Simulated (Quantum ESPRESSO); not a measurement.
# Mg3Zn5O8 (Zn on 62 % of the Mg sites, one arrangement): which shell does photoemission see at 21.2 and 1486.7 eV? (LDA)

The valence band of Mg3Zn5O8 (Zn on 62 % of the Mg sites, one arrangement) mixes several shells. Work out by hand which one leads the spectrum's area at each photon energy.

Filled states come from the projected DOS of Quantum ESPRESSO 7.5 (LDA, plane waves); cross sections σ and asymmetry parameters β are those of free atoms in a Dirac–Hartree–Slater calculation. A shell's area is states × σ × angular factor, which is 1 − β·P₂(cos θ)/2 for unpolarised light, with θ = 90° from the beam and P₂ = -0.500.

**At 21.2 eV** (states counted from 11.2 eV below the zero; other shells add 0.77 to the products' sum of 154):

| shell | filled states a cell | cross section (Mb an electron) | β | angular factor | product | share by hand (%) | share in the simulated spectrum (%) |
| --- | --- | --- | --- | --- | --- | --- | --- |
| Zn 3d | 49.66 | 0.394 | 0.01 | 1.00 | 19.6 | 13 | 13 |
| O 2s | 1.02 | 0 | 0.00 | 1.00 | 0 | 0 | 0 |
| O 2p | 40.75 | 2.73 | 0.81 | 1.20 | 134 | 87 | 87 |

**At 1486.7 eV** (states counted from 20.0 eV below the zero; other shells add 0.0026 to the products' sum of 0.0934):

| shell | filled states a cell | cross section (Mb an electron) | β | angular factor | product | share by hand (%) | share in the simulated spectrum (%) |
| --- | --- | --- | --- | --- | --- | --- | --- |
| Zn 3d | 49.92 | 0.0011 | 1.00 | 1.25 | 0.0687 | 74 | 74 |
| O 2s | 13.63 | 0.000939 | 2.00 | 1.50 | 0.0192 | 21 | 20 |
| O 2p | 40.77 | 6.28e-05 | 0.51 | 1.13 | 0.00289 | 3 | 3 |

O 2p leads at 21.2 eV and Zn 3d at 1486.7 eV. Between the two energies σ of O 2p changes by a factor 2.3e-5 and that of Zn 3d by 0.0028, so their ratio moves 121-fold in favour of the second. The simulated spectrum uses the same rule on the energy-resolved DOS, so the two share columns agree within a few points.

Only crystals where the two columns agree within 4 points and the lead is clear are worked in this form. Free-atom cross sections ignore the solid's final states, no escape depth or background enters, and the count of states a shell hangs on the projection.
